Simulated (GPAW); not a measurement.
# Ru (P6_3/mmc) in GPAW: settings compared

One crystal, Ru, is run at these levels: vdW-DF, SOGGA; tasks: equation of state, band structure.

All numbers are computed with GPAW 26.7.0; they aren't measurements. Logs are shortened: lines on timing, memory, paths and dates and some standing lists are left out, and cuts for length are marked. The log counts tension as positive stress, the text compression.

### 1 The structure

The structure is hexagonal, space group P6_3/mmc (No. 194). Conventional cell: a = 2.706 Å, b = 2.706 Å, c = 4.282 Å, α = 90.00°, β = 90.00°, γ = 120.00°. Ru (site symmetry -6m2) has 12 Ru at 2.65 to 2.71 Å as nearest neighbours.

### 2 Equation of state, vdW-DF

File run.py:

```python
from ase.eos import EquationOfState
from ase.io import Trajectory, read
from ase.units import GPa
from gpaw import GPAW, PW

atoms = read('Ru.cif')

traj = Trajectory('eos.traj', 'w')
volumes, energies = [], []
for x in [0.94, 0.96, 0.98, 1.0, 1.02, 1.04, 1.06]:
    a = atoms.copy()
    a.set_cell(atoms.cell * x**(1 / 3), scale_atoms=True)
    calc = GPAW(mode=PW(600),
                xc={'name': 'vdW-DF', 'backend': 'libvdwxc'},
                kpts={'size': (8, 8, 5), 'gamma': True},
                occupations={'name': 'fermi-dirac', 'width': 0.05},
                nbands=29,
                convergence={'density': 1e-05, 'energy': 1e-05},
                maxiter=150,
                txt=f'eos-{x:.2f}.txt')
    a.calc = calc
    energies.append(a.get_potential_energy(force_consistent=True))
    volumes.append(a.get_volume())
    calc.write(f'eos-{x:.2f}.gpw')
    traj.write(a)
    print(f'{x:.2f} {volumes[-1]:10.4f} A^3 {energies[-1]:14.6f} eV', flush=True)

v0, e0, B = EquationOfState(volumes, energies, eos='birchmurnaghan').fit()
print(f'V0 = {v0:.4f} A^3, E0 = {e0:.6f} eV, B0 = {B / GPa:.2f} GPa')
```

File Ru.cif:

```cif
data_Ru
_cell_length_a 2.70580000
_cell_length_b 2.70580000
_cell_length_c 4.28190000
_cell_angle_alpha 90.00000000
_cell_angle_beta 90.00000000
_cell_angle_gamma 120.00000000
_space_group_name_H-M_alt 'P1'
_space_group_name_Hall 'P 1'
_space_group_IT_number 1
loop_
_space_group_symop_operation_xyz
'x,y,z'
loop_
_atom_site_label
_atom_site_type_symbol
_atom_site_symmetry_multiplicity
_atom_site_Wyckoff_symbol
_atom_site_fract_x
_atom_site_fract_y
_atom_site_fract_z
_atom_site_occupancy
Ru1 Ru 1 a 0.6666666667 0.3333333333 0.7500000000 1
Ru2 Ru 1 a 0.3333333333 0.6666666667 0.2500000000 1
```

Potentials or basis: GPAW PAW data sets (gpaw-data 1.2.1), pw.

Launch:

```console
$ OMP_NUM_THREADS=1 python run.py
```

Output:

```text
__  _  _
 | _ |_)|_||  |
 |__||  | ||/\| - 26.7.0

Input parameters:
  mode=PW(ecut=600.0),
  convergence={'density': 1e-05, 'energy': 1e-05},
  kpts=MonkhorstPack(size=(8, 8, 5), gamma=True),
  maxiter=150,
  nbands=29,
  occupations=Occupations(name='fermi-dirac', width=0.05),
  xc=XC(name='vdW-DF', backend='libvdwxc')

Diagonalizing LCAO Hamiltonian
Converting LCAO to pw mode

          Ru

        Ru

Atoms  # Å, Bohr magnetons
|   | symbol |         x |        y |        z |    initial magnetic moments |
|---|--------|-----------|----------|----------|-----------------------------|
| 0 |     Ru |  1.325282 | 0.765152 | 3.145867 | ( 0.0000,  0.0000,  0.0000) |
| 1 |     Ru | -0.000000 | 1.530304 | 1.048622 | ( 0.0000,  0.0000,  0.0000) |

Unit cell  # Å
| periodic |         x |        y |        z |  lengths |     angles |
|----------|-----------|----------|----------|----------|------------|
|      yes |  2.650564 | 0.000000 | 0.000000 | 2.650564 |  90.000000 |
|      yes | -1.325282 | 2.295456 | 0.000000 | 2.650564 |  90.000000 |
|      yes |  0.000000 | 0.000000 | 4.194490 | 4.194490 | 120.000000 |

Number of symmetries: 12
Symmetry operations  # r_c * U_cc + t_c -> r_c
|    | kind |            matrix            |
|----|------|------------------------------|
|  0 |  σ   |  1, 1, 0,  0,-1, 0,  0, 0, 1 |
|  1 |  S6  |  1, 1, 0, -1, 0, 0,  0, 0,-1 |
|  2 |  E   |  1, 0, 0,  0, 1, 0,  0, 0, 1 |
|  3 |  C2  |  1, 0, 0, -1,-1, 0,  0, 0,-1 |
|  4 |  C2  |  0, 1, 0,  1, 0, 0,  0, 0,-1 |
|  5 |  C3  |  0, 1, 0, -1,-1, 0,  0, 0, 1 |
|  6 |  S6  |  0,-1, 0,  1, 1, 0,  0, 0,-1 |
|  7 |  σ   |  0,-1, 0, -1, 0, 0,  0, 0, 1 |
|  8 |  σ   | -1, 0, 0,  1, 1, 0,  0, 0, 1 |
|  9 |  i   | -1, 0, 0,  0,-1, 0,  0, 0,-1 |
| 10 |  C3  | -1,-1, 0,  1, 0, 0,  0, 0, 1 |
| 11 |  C2  | -1,-1, 0,  0, 1, 0,  0, 0,-1 |

BZ-sampling:
  Number of BZ points: 320
  Number of IBZ points: 40

  Monkhorst-Pack size: [8, 8, 5]
  Monkhorst-Pack shift: [0.0625, 0.0625, 0.0]

K-points  # in reciprocal-cell coordinates
|     |                                coordinates |     weight |
|-----|--------------------------------------------|------------|
|   0 | (  0.00000000,   0.00000000,   0.00000000) | 0.00312500 |
|   1 | (  0.00000000,   0.00000000,   0.20000000) | 0.00625000 |
|   2 | (  0.00000000,   0.00000000,   0.40000000) | 0.00625000 |
|   3 | (  0.12500000,   0.00000000,  -0.40000000) | 0.01875000 |
|   4 | (  0.12500000,   0.00000000,  -0.20000000) | 0.01875000 |
|   5 | (  0.12500000,   0.00000000,   0.00000000) | 0.01875000 |
|   6 | (  0.12500000,   0.00000000,   0.20000000) | 0.01875000 |
|   7 | (  0.12500000,   0.00000000,   0.40000000) | 0.01875000 |
|   8 | (  0.25000000,  -0.12500000,   0.00000000) | 0.01875000 |
|   9 | (  0.25000000,  -0.12500000,   0.20000000) | 0.03750000 |
| ... |                                            |            |
|  39 | (  0.50000000,   0.50000000,   0.40000000) | 0.01875000 |

Plane wave coefficients: 868
Cutoff: 600.0 eV

Spin-components: 1 (collinear spins)
Bands:           29
Projectors:      12
Spin-degeneracy: 2
Datatype:        complex128

Parallelization:
  kpt:    1
  domain: 1
  band:   1

Density:
  Valence electrons: 32.0
  Components: 1
  Grid points: [15 15 24]
  Charge: 0.0  # |e|

Potential:
  Grid points: [15 15 24]

species:
  Ru:
    name:    Ruthenium
    Z:       44.0
    valence: 16
    core:    28
    charge:  0.0  # [|e|]
    compensation charges:
      type: gauss
      rc: 0.39  # [Å]
      lmax: 2
    cutoffs:
      filter: 2.16  # [Å]
      core: 1.30  # [Å]
    projectors
    | kind |    occ | energy [eV] | rcut [Å] |
    |------|--------|-------------|----------|
    |   4s |  2.000 |     -76.253 |    1.281 |
    |   5s |  1.000 |      -4.137 |    1.281 |
    |   4p |  6.000 |     -46.367 |    1.286 |
    |   5p |  0.000 |      -0.879 |    1.286 |
    |   4d |  7.000 |      -5.145 |    1.254 |
    |    d |        |      22.067 |    1.254 |

    Using partial waves for Ru as LCAO basis

Reference energy: -246501.643973  # eV

eigensolver:
  PPCG
  Converge bands: occupied
  niter=2

density mixing:
  MSR1-Mixer
  Pratt-step length: 0.05
  Maximum mixing coefficient: 0.75
  Old densities: 10
  SVD Regularization: 0.005
  Good broyden scale: 1.0
  Trust region scale: 1.0
  Backstep threshold: 4.0
  History deletion threshold: 6.0
  Fourier metric: weight=20.0, sigma=0.015

occupation numbers:
  Fermi-Dirac:
    width: 0.0500  # eV

poisson solver:
  ecut: 4800.0  # eV

xc functional:
  name: vdW-DF with libvdwxc
  Mode: serial
  Semilocal: GGA_X_PBE_R+LDA_C_PW with 2 nearest neighbor stencil
  Local blocksize: 30 x 30 x 48
  PAW datasets: revPBE

convergence criteria:
- Maximum integral of absolute [dens]ity change: 1e-05 electrons / valence electron
- Maximum [total energy] change in last 3 cyles: 1e-05 eV / valence electron
- Maximum integral of absolute [eigenst]ate change: 4e-08 eV^2 / valence electron
maximum number of iterations: 150

SCF iterations
|iter     | |      energy | eigst |  dens |
|---------|-|-------------|-------|-------|
|iter:   1| | -115.811282 | +0.13 |       |
|iter:   2| | -115.577702 | -2.75 | -1.16 |
|iter:   3| | -114.675929 | -1.84 | -1.21 |
|iter:   4| | -114.673084 | -3.82 | -2.17 |
|iter:   5| | -114.673573 | -3.76 | -2.43 |
|iter:   6| | -114.673624 | -5.90 | -3.49 |
|iter:   7| | -114.673635c| -6.64 | -3.81 |
|iter:   8| | -114.673635c| -7.51c| -4.99 |
|iter:   9| | -114.673635c| -8.39c| -5.49c|

Converged in 9 steps
Energy contributions relative to reference atoms: (reference = -246501.643973)

Energy contributions:
  Kinetic:          30.664810
  Coulomb:         -32.932933
  Zero:             -0.827709
  External:          0.000000
  Xc:             -111.573597
  Entropy:          -0.008414
  Spinorbit:         0.000000
  ----------------------------
  Free energy:    -114.677842
  Extrapolated:   -114.673635

dipole moment: (0.000000, 0.000000, 0.000001)  # |e|*Ang

Fermi level: 14.663
Eigenvalues  # (at kpt = [0.000, 0.000, 0.000])
| band index |      eig [eV] | occ [0-2] |
|------------|---------------|-----------|
|          0 |       -58.627 |     2.000 |
|        ... |               |           |
|          9 |         8.155 |     2.000 |
|         10 |        11.847 |     2.000 |
|         11 |        11.847 |     2.000 |
|         12 |        12.031 |     2.000 |
|         13 |        12.578 |     2.000 |
|         14 |        12.578 |     2.000 |
|         15 |        13.130 |     2.000 |
|         16 |        13.130 |     2.000 |
|         17 |        15.905 |     0.000 |
|         18 |        15.905 |     0.000 |
|         19 |        16.368 |     0.000 |
|         20 |        25.851 |     0.000 |
|         21 |        30.244 |     0.000 |
|         22 |        33.045 |     0.000 |
|         23 |        33.751 |     0.000 |
|         24 |        39.084 |     0.000 |
|        ... |               |           |
|         28 |        40.603 |     0.000 |

No gap
No difference between direct/indirect transitions
# Writing to eos-0.94.gpw (mode='')
```

It took 93 s on 1 thread of Intel Xeon Platinum 8259CL at 2.50GHz (Skylake/Cascade Lake), shared host; peak memory 0.19 GiB.

What came out:

| Property | Result |
| --- | --- |
| Equilibrium volume | 14.47 Å³/atom (rough: see the caveat) |
| Bulk modulus at fixed shape and positions | 263 GPa (rough) |

Energy against volume, from the lowest point:
| volume (Å³/atom) | energy (meV/atom) |
| --- | --- |
| 12.760 | 210.20 |
| 13.032 | 142.58 |
| 13.303 | 89.92 |
| 13.575 | 50.66 |
| 13.846 | 23.43 |
| 14.118 | 6.89 |
| 14.389 | 0.00 |

Caveat: the minimum lies outside the volumes run; the cell was scaled at fixed shape and fractional positions, which overstates the stiffness of a crystal with free parameters, most of all of layers and chains; the PAW data sets were made with another functional, which shifts forces and pressure a little.

### 3 Band structure, SOGGA, spin-orbit coupling, no magnetisation

File run.py:

```python
import numpy as np
from ase.dft.bandgap import bandgap
from ase.io import read, write
from ase.units import GPa
from gpaw import GPAW, PW, setup_paths
from gpaw.spinorbit import soc_eigenstates

setup_paths.insert(0, '.')

atoms = read('Ru.cif')

calc = GPAW(mode=PW(600),
            xc='GGA_X_SOGGA+GGA_C_PBE_SOL',
            kpts={'size': (8, 8, 5), 'gamma': True},
            occupations={'name': 'fermi-dirac', 'width': 0.05},
            nbands=29,
            convergence={'density': 1e-05, 'energy': 1e-05},
            maxiter=150,
            txt='gpaw.txt')
atoms.calc = calc
energy = atoms.get_potential_energy()
forces = atoms.get_forces()
stress = atoms.get_stress()
calc.write('gs.gpw')
write('result.traj', atoms)
print(f'Energy: {energy:.6f} eV')
print('Forces (eV/A):')
print(forces.round(4))
print('Stress (GPa):', (stress / GPa).round(3))
print('Fermi level:', round(calc.get_fermi_level(), 4), 'eV')
print(f'Gap: {bandgap(calc)[0]:.4f} eV, direct: {bandgap(calc, direct=True)[0]:.4f} eV')

path = atoms.cell.bandpath('GMKGALHA,LM,KH', npoints=100, eps=1e-4)
bs_calc = calc.fixed_density(kpts=path, symmetry='off', nbands=40,
                             convergence={'bands': 'CBM+6.0', 'eigenstates': 1e-6}, txt='bands.txt')
bs = bs_calc.band_structure()
bs.write('bs.json')
print(f'Gap on the path: {bandgap(bs_calc)[0]:.4f} eV')

soc = soc_eigenstates(bs_calc, theta=90, phi=0)
np.savetxt('soc_bands.dat', soc.eigenvalues(), fmt='%.4f')
mesh = soc_eigenstates('gs.gpw', theta=90, phi=0)
np.savetxt('soc_mesh.dat', mesh.eigenvalues(), fmt='%.4f')
print('Fermi level with spin-orbit coupling:', round(mesh.fermi_level, 4), 'eV')
```

File Ru.cif:

```cif
data_Ru
_cell_length_a 2.70580000
_cell_length_b 2.70580000
_cell_length_c 4.28190000
_cell_angle_alpha 90.00000000
_cell_angle_beta 90.00000000
_cell_angle_gamma 120.00000000
_space_group_name_H-M_alt 'P6_3/mmc'
_space_group_name_Hall '-P 6c 2c'
_space_group_IT_number 194
loop_
_space_group_symop_operation_xyz
'x,y,z'
'-x,-y,-z'
'x-y,x,z+1/2'
'-x+y,-x,-z+1/2'
'-y,x-y,z'
'y,-x+y,-z'
'-x,-y,z+1/2'
'x,y,-z+1/2'
'-x+y,-x,z'
'x-y,x,-z'
'y,-x+y,z+1/2'
'-y,x-y,-z+1/2'
'-y,-x,-z+1/2'
'y,x,z+1/2'
'-x,-x+y,-z'
'x,x-y,z'
'-x+y,y,-z+1/2'
'x-y,-y,z+1/2'
'y,x,-z'
'-y,-x,z'
'x,x-y,-z+1/2'
'-x,-x+y,z+1/2'
'x-y,-y,-z'
'-x+y,y,z'
loop_
_atom_site_label
_atom_site_type_symbol
_atom_site_symmetry_multiplicity
_atom_site_Wyckoff_symbol
_atom_site_fract_x
_atom_site_fract_y
_atom_site_fract_z
_atom_site_occupancy
Ru1 Ru 2 c 0.6666666667 0.3333333333 0.7500000000 1
```

Potentials or basis: PAW data sets generated in the run's folder for this functional, pw.

Launch:

```console
$ gpaw-setup -f GGA_X_SOGGA+GGA_C_PBE_SOL Ru
$ OMP_NUM_THREADS=1 python run.py
```

gpaw.txt:

```text
__  _  _
 | _ |_)|_||  |
 |__||  | ||/\| - 26.7.0

Input parameters:
  mode=PW(ecut=600.0),
  convergence={'density': 1e-05, 'energy': 1e-05},
  kpts=MonkhorstPack(size=(8, 8, 5), gamma=True),
  maxiter=150,
  nbands=29,
  occupations=Occupations(name='fermi-dirac', width=0.05),
  xc=XC(name='GGA_X_SOGGA+GGA_C_PBE_SOL')

Diagonalizing LCAO Hamiltonian
Converting LCAO to pw mode

          Ru

        Ru

Atoms  # Å, Bohr magnetons
|   | symbol |         x |        y |        z |    initial magnetic moments |
|---|--------|-----------|----------|----------|-----------------------------|
| 0 |     Ru |  1.352900 | 0.781097 | 3.211425 | ( 0.0000,  0.0000,  0.0000) |
| 1 |     Ru | -0.000000 | 1.562194 | 1.070475 | ( 0.0000,  0.0000,  0.0000) |

Unit cell  # Å
| periodic |         x |        y |        z |  lengths |     angles |
|----------|-----------|----------|----------|----------|------------|
|      yes |  2.705800 | 0.000000 | 0.000000 | 2.705800 |  90.000000 |
|      yes | -1.352900 | 2.343292 | 0.000000 | 2.705800 |  90.000000 |
|      yes |  0.000000 | 0.000000 | 4.281900 | 4.281900 | 120.000000 |

Number of symmetries: 12
Symmetry operations  # r_c * U_cc + t_c -> r_c
|    | kind |            matrix            |
|----|------|------------------------------|
|  0 |  σ   |  1, 1, 0,  0,-1, 0,  0, 0, 1 |
|  1 |  S6  |  1, 1, 0, -1, 0, 0,  0, 0,-1 |
|  2 |  E   |  1, 0, 0,  0, 1, 0,  0, 0, 1 |
|  3 |  C2  |  1, 0, 0, -1,-1, 0,  0, 0,-1 |
|  4 |  C2  |  0, 1, 0,  1, 0, 0,  0, 0,-1 |
|  5 |  C3  |  0, 1, 0, -1,-1, 0,  0, 0, 1 |
|  6 |  S6  |  0,-1, 0,  1, 1, 0,  0, 0,-1 |
|  7 |  σ   |  0,-1, 0, -1, 0, 0,  0, 0, 1 |
|  8 |  σ   | -1, 0, 0,  1, 1, 0,  0, 0, 1 |
|  9 |  i   | -1, 0, 0,  0,-1, 0,  0, 0,-1 |
| 10 |  C3  | -1,-1, 0,  1, 0, 0,  0, 0, 1 |
| 11 |  C2  | -1,-1, 0,  0, 1, 0,  0, 0,-1 |

BZ-sampling:
  Number of BZ points: 320
  Number of IBZ points: 40

  Monkhorst-Pack size: [8, 8, 5]
  Monkhorst-Pack shift: [0.0625, 0.0625, 0.0]

K-points  # in reciprocal-cell coordinates
|     |                                coordinates |     weight |
|-----|--------------------------------------------|------------|
|   0 | (  0.00000000,   0.00000000,   0.00000000) | 0.00312500 |
|   1 | (  0.00000000,   0.00000000,   0.20000000) | 0.00625000 |
|   2 | (  0.00000000,   0.00000000,   0.40000000) | 0.00625000 |
|   3 | (  0.12500000,   0.00000000,  -0.40000000) | 0.01875000 |
|   4 | (  0.12500000,   0.00000000,  -0.20000000) | 0.01875000 |
|   5 | (  0.12500000,   0.00000000,   0.00000000) | 0.01875000 |
|   6 | (  0.12500000,   0.00000000,   0.20000000) | 0.01875000 |
|   7 | (  0.12500000,   0.00000000,   0.40000000) | 0.01875000 |
|   8 | (  0.25000000,  -0.12500000,   0.00000000) | 0.01875000 |
|   9 | (  0.25000000,  -0.12500000,   0.20000000) | 0.03750000 |
| ... |                                            |            |
|  39 | (  0.50000000,   0.50000000,   0.40000000) | 0.01875000 |

Plane wave coefficients: 929
Cutoff: 600.0 eV

Spin-components: 1 (collinear spins)
Bands:           29
Projectors:      12
Spin-degeneracy: 2
Datatype:        complex128

Parallelization:
  kpt:    1
  domain: 1
  band:   1

Density:
  Valence electrons: 32.0
  Components: 1
  Grid points: [16 16 25]
  Charge: 0.0  # |e|

Potential:
  Grid points: [16 16 25]

species:
  Ru:
    name:    Ruthenium
    Z:       44.0
    valence: 16
    core:    28
    charge:  0.0  # [|e|]
    compensation charges:
      type: gauss
      rc: 0.39  # [Å]
      lmax: 2
    cutoffs:
      filter: 2.16  # [Å]
      core: 1.30  # [Å]
    projectors
    | kind |    occ | energy [eV] | rcut [Å] |
    |------|--------|-------------|----------|
    |   4s |  2.000 |     -76.272 |    1.281 |
    |   5s |  1.000 |      -4.281 |    1.281 |
    |   4p |  6.000 |     -46.399 |    1.286 |
    |   5p |  0.000 |      -0.884 |    1.286 |
    |   4d |  7.000 |      -5.229 |    1.254 |
    |    d |        |      21.982 |    1.254 |

    Using partial waves for Ru as LCAO basis

Reference energy: -246363.077999  # eV

eigensolver:
  PPCG
  Converge bands: occupied
  niter=2

density mixing:
  MSR1-Mixer
  Pratt-step length: 0.05
  Maximum mixing coefficient: 0.75
  Old densities: 10
  SVD Regularization: 0.005
  Good broyden scale: 1.0
  Trust region scale: 1.0
  Backstep threshold: 4.0
  History deletion threshold: 6.0
  Fourier metric: weight=20.0, sigma=0.015

occupation numbers:
  Fermi-Dirac:
    width: 0.0500  # eV

poisson solver:
  ecut: 4800.0  # eV

xc functional:
  name: GGA_X_SOGGA+GGA_C_PBE_SOL with 2 nearest neighbor stencil

convergence criteria:
- Maximum integral of absolute [dens]ity change: 1e-05 electrons / valence electron
- Maximum [total energy] change in last 3 cyles: 1e-05 eV / valence electron
- Maximum integral of absolute [eigenst]ate change: 4e-08 eV^2 / valence electron
maximum number of iterations: 150

SCF iterations
|iter     | |      energy | eigst |  dens |
|---------|-|-------------|-------|-------|
|iter:   1| |  -22.727361 | +0.20 |       |
|iter:   2| |  -22.359753 | -2.62 | -1.06 |
|iter:   3| |  -20.968942 | -1.59 | -1.11 |
|iter:   4| |  -20.961561 | -3.97 | -2.11 |
|iter:   5| |  -20.958785 | -4.14 | -2.38 |
|iter:   6| |  -20.958801 | -6.40 | -3.59 |
|iter:   7| |  -20.958806c| -7.01 | -3.94 |
|iter:   8| |  -20.958806c| -7.68c| -4.74 |
|iter:   9| |  -20.958806c| -8.15c| -5.10c|

Converged in 9 steps
Energy contributions relative to reference atoms: (reference = -246363.077999)

Energy contributions:
  Kinetic:         -10.911130
  Coulomb:           3.026161
  Zero:             -0.383769
  External:          0.000000
  Xc:              -12.685395
  Entropy:          -0.009345
  Spinorbit:         0.000000
  ----------------------------
  Free energy:     -20.963479
  Extrapolated:    -20.958806

dipole moment: (0.000000, 0.000000, 0.000001)  # |e|*Ang

Fermi level: 13.272
Eigenvalues  # (at kpt = [0.000, 0.000, 0.000])
| band index |      eig [eV] | occ [0-2] |
|------------|---------------|-----------|
|          0 |       -59.755 |     2.000 |
|        ... |               |           |
|          9 |         7.114 |     2.000 |
|         10 |        10.705 |     2.000 |
|         11 |        10.705 |     2.000 |
|         12 |        10.875 |     2.000 |
|         13 |        11.386 |     2.000 |
|         14 |        11.386 |     2.000 |
[... 8 lines left out ...]
|         23 |        31.807 |     0.000 |
|         24 |        36.570 |     0.000 |
|        ... |               |           |
|         28 |        38.298 |     0.000 |

No gap
No difference between direct/indirect transitions

Forces  # eV/Ang
|        x |        y |        z |
|----------|----------|----------|
|  0.00000 | -0.00000 | -0.00007 |  # Ru   0
| -0.00000 |  0.00000 |  0.00007 |  # Ru   1

Stress tensor  # eV/Ang^3
|         x |         y |        z |
|-----------|-----------|----------|
|  0.046215 | -0.000000 | 0.000000 |
| -0.000000 |  0.046215 | 0.000000 |
|  0.000000 |  0.000000 | 0.053357 |

# Writing to gs.gpw (mode='')
```

Run time: 37 s. Hardware: 1 thread of Intel Xeon Platinum 8259CL at 2.50GHz (Skylake/Cascade Lake), shared host; peak memory 0.3 GiB.

What came out:

```
Free energy             : -20.9635 eV
Pressure                : -7.8 GPa
Band gap along the path : none (metal or under the smearing width)
```

Levels at the corners of the path, in eV from the Fermi level:
```
point  band 29  band 30  band 31  band 32  band 33  band 34  band 35  band 36
    Γ    -1.75    -1.75    -1.42    -1.42    -1.27    -1.27     1.11     1.11
    M    -1.50    -1.50     1.45     1.45     1.80     1.80     2.00     2.00
    K    -1.05    -1.05     0.95     0.95     1.10     1.10     1.46     1.46
    Γ    -1.75    -1.75    -1.42    -1.42    -1.27    -1.27     1.11     1.11
    A    -2.61    -2.61    -2.61    -2.61     0.53     0.53     0.53     0.53
    L     0.46     0.46     0.46     0.46     1.71     1.71     1.71     1.71
    H    -1.27    -1.27    -1.06    -1.06     1.22     1.22     1.27     1.27
    A    -2.61    -2.61    -2.61    -2.61     0.53     0.53     0.53     0.53
    L     0.46     0.46     0.46     0.46     1.71     1.71     1.71     1.71
    M    -1.50    -1.50     1.45     1.45     1.80     1.80     2.00     2.00
    K    -1.05    -1.05     0.95     0.95     1.10     1.10     1.46     1.46
    H    -1.27    -1.27    -1.06    -1.06     1.22     1.22     1.27     1.27
```

Caveat: spin-orbit coupling was added after a scalar SCF, so levels and gaps hold it while energy, forces, pressure and moments don't; this program's spin-orbit splittings come out too wide for heavy elements.
